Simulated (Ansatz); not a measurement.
# Sn (Fd-3m): relaxation of the ions in Python

Aim: a relaxation of the ions, for Sn (Fd-3m), run from a script.

Computed with Ansatz 0.2.0 through its Python package. Level of theory: DFT revPBE, plane waves, norm-conserving potentials.

## (1) Starting point

Symmetry: Fd-3m, No. 227, cubic system. The conventional cell has a = 6.467 Å, b = 6.467 Å, c = 6.467 Å, α = 90.00°, β = 90.00°, γ = 90.00°. Around Sn (site symmetry -43m) lie 4 Sn at 2.80 Å.

sn.cif, read by the script:

```cif
data_Sn
_cell_length_a 4.572637
_cell_length_b 4.572637
_cell_length_c 4.572637
_cell_angle_alpha 60.00000
_cell_angle_beta 60.00000
_cell_angle_gamma 60.00000
_symmetry_space_group_name_H-M 'P 1'
_symmetry_Int_Tables_number 1
loop_
_symmetry_equiv_pos_as_xyz
'x, y, z'
loop_
_atom_site_label
_atom_site_type_symbol
_atom_site_fract_x
_atom_site_fract_y
_atom_site_fract_z
Sn1 Sn    0.000000    0.000000    0.000000
Sn2 Sn    0.250000    0.250000    0.250000
```

## (2) Script

Contents of run_relax.py:

```python
# -*- coding: utf-8 -*-
import warnings

import ansatz as az
from ase import Atoms
from ase.data import atomic_numbers
from ase.io import write
from ase.io import read
import matplotlib.pyplot as plt
import numpy as np
import spglib

OCCUPATIONS = "gaussian"
SCF_TOL = 1e-07
EXTRA_BANDS = 2
XC = "revpbe"
FORCE_TOL = 0.05


def main():
    warnings.simplefilter("ignore", az.DeckWarning)

    atoms = read("sn.cif")
    xtal = az.Crystal.from_ase(atoms)

    calc = (
        xtal.calculation()
        .occupations(OCCUPATIONS)
        .kpoints(4, center="monkhorst-pack")
        .eigensolver("davidson", mixed_precision=False)
        .scf(tolerance=SCF_TOL, extra_bands=EXTRA_BANDS, lower_state_search="off")
        .functional(XC)
        .mixing("anderson")
        .pseudopotentials("nc")
        .relax(force_tolerance=FORCE_TOL, density_extrapolation="transplant", random_displacement=True, displacement_amplitude=0.03, displacement_seed=709)
    )
    steps = []


    def follow(event):
        if event["event"] != "relax_step":
            return
        row = event["data"]
        steps.append(row)
        print(f"step {row['step']:3d}  E = {row['lagrangian_ev']:.5f} eV  largest force component = {row['allowed_force_max_ev_ang']:.4f} eV/A")


    result = calc.session().plan(threads=1).execute(on_event=follow)
    data = result.report

    first, last = steps[0], steps[-1]
    symbols = [site.symbol for site in result.lattice.sites]
    print(f"energy gained {first['lagrangian_ev'] - last['lagrangian_ev']:.4f} eV in {len(steps) - 1} steps")

    fractions = [site.position_frac for site in result.lattice.sites]
    numbers = [atomic_numbers[s] for s in symbols]
    for tolerance in (1e-3, 1e-2, 1e-1):
        print(f"space group at {tolerance} A:", spglib.get_spacegroup((result.lattice.cell_ang, fractions, numbers), symprec=tolerance))

    relaxed = Atoms(symbols, positions=[site.position_ang for site in result.lattice.sites], cell=result.lattice.cell_ang, pbc=True)
    write("relaxed.vasp", relaxed, format="vasp")

    fig, (top, bottom) = plt.subplots(2, 1, sharex=True, figsize=(4.5, 4))
    top.plot([s["lagrangian_ev"] - last["lagrangian_ev"] for s in steps], "o-")
    top.set_ylabel("E - E(final) (eV)")
    bottom.semilogy([max(s["allowed_force_max_ev_ang"], 1e-6) for s in steps], "s-")
    bottom.set(xlabel="step", ylabel="largest force (eV/A)")
    fig.tight_layout()
    fig.savefig("relax.png", dpi=100)

    print("atom   start x y z (A)              end x y z (A)")
    for symbol, a, b in zip(symbols, first["positions_ang"], last["positions_ang"]):
        print(f"{symbol:3s}", " ".join(f"{v:8.4f}" for v in a), "  ", " ".join(f"{v:8.4f}" for v in b))

    print(f"free energy      {data['free_energy_ev']:.5f} eV")
    print(f"per atom         {data['free_energy_ev'] / len(result.lattice.sites):.5f} eV")
    print(f"SCF iterations   {data['n_iterations']}  (converged: {data['converged']})")


if __name__ == "__main__":
    main()
```

## (3) What the engine is handed

The engine receives this input:

```yaml
crystal:
  lattice:
    - [4.572637, 0.0, 0.0]
    - [2.2863185000000006, 3.960019804284664, 0.0]
    - [2.2863185000000006, 1.3200066014282217, 3.7335424763236142]
  atoms:
    - { symbol: Sn, position: [0.0, 0.0, 0.0] }
    - { symbol: Sn, position: [0.24999999999999997, 0.24999999999999994, 0.25] }
kpoints:
  mp_grid:
    grid: [4, 4, 4]
    shift: [0.5, 0.5, 0.5]
hamiltonian:
  xc: revpbe
  pseudopotentials:
    kind: nc
scf:
  n_extra_bands: 2
  convergence:
    dr2_threshold: 1.0e-07
  lower_state_search: "off"
  mixing:
    algorithm: anderson
  occupations:
    method: gaussian
  eigensolver:
    kind: davidson
    mixed_precision: false
relax:
  f_tol: 0.05
  density_extrapolation: transplant
  random_displacement:
    amplitude: 0.03
    seed: 709
```

## (4) Running it

Run with:

```sh
$ python run_relax.py
```

The program printed:

```text
step   1  E = -4417.59224 eV  largest force component = 0.1435 eV/A
step   2  E = -4417.58700 eV  largest force component = 0.2867 eV/A
step   3  E = -4417.59421 eV  largest force component = 0.0072 eV/A
energy gained 0.0020 eV in 2 steps
space group at 0.001 A: R-3m (166)
space group at 0.01 A: Fd-3m (227)
space group at 0.1 A: Fd-3m (227)
atom   start x y z (A)              end x y z (A)
Sn   -0.0127   0.0209  -0.0174     -0.0190   0.0129  -0.0176
Sn    2.2624   1.3257   0.9162      2.2687   1.3337   0.9164
free energy      -4417.59421 eV
per atom         -2208.79711 eV
SCF iterations   5  (converged: True)
```

It took 23 s on 1 thread of Intel Xeon 6975P-C (Granite Rapids), shared host; peak memory 0.49 GiB.

File relaxed.vasp afterwards:

```text
Sn
 1.0000000000000000
     4.5726370000000003    0.0000000000000000    0.0000000000000000
     2.2863185000000006    3.9600198042846642    0.0000000000000000
     2.2863185000000006    1.3200066014282217    3.7335424763236142
 Sn
   2
Cartesian
 -0.0189823422330554  0.0129386324219219 -0.0176123952218718
  2.2687138602983512  1.3336954676466288  0.9163981362883041
```

Lines on the test bed's own set-up are left out of the output.

A comment line of the script is reworded here; the code is as run.

## (5) Size and end state of the run

From the engine's report, whether the script printed it or not:

```csv
item,value
SCF cycles in all,17
k-points solved,32
plane waves,4693
bands,16
valence electrons,28
free energy (eV),-4417.59421
Fermi level (eV),8.187
"lowest empty less highest filled level on the mesh, by band count (eV)",0.357
```

## (6) How the relaxation went

Step by step:

```csv
step,energy from step 1 (eV/cell),largest force component (eV/Å)
1,0.0000,0.1435
2,0.0052,0.2867
3,-0.0020,0.0072
```

Step 1 is the start. Step 2 was tried and not accepted.

## (7) What came out

| quantity | value |
| --- | --- |
| free energy | -4417.5942 eV (-2208.7971 eV/atom) |
| moves of the relaxation | 1 |
| energy gained | 1.0 meV/atom |
| last largest force component | 0.0072 eV/Å |

What this shows: After 1 move the largest shift is 0.010 Å. The script had first distorted the structure, so the gain undoes that, in part or whole. Notes:
- Such functionals run on norm-conserving files made under PBE, which can move pressures by some GPa.
- The k-point mesh is coarse, and energy and stress weren't tested for convergence.
- Energies along a relaxation are free energies. A last row that repeats the one before re-solves the same geometry more tightly.
- The first row is the displaced cell, and groups found at tight tolerances show what the force threshold leaves of the kick.
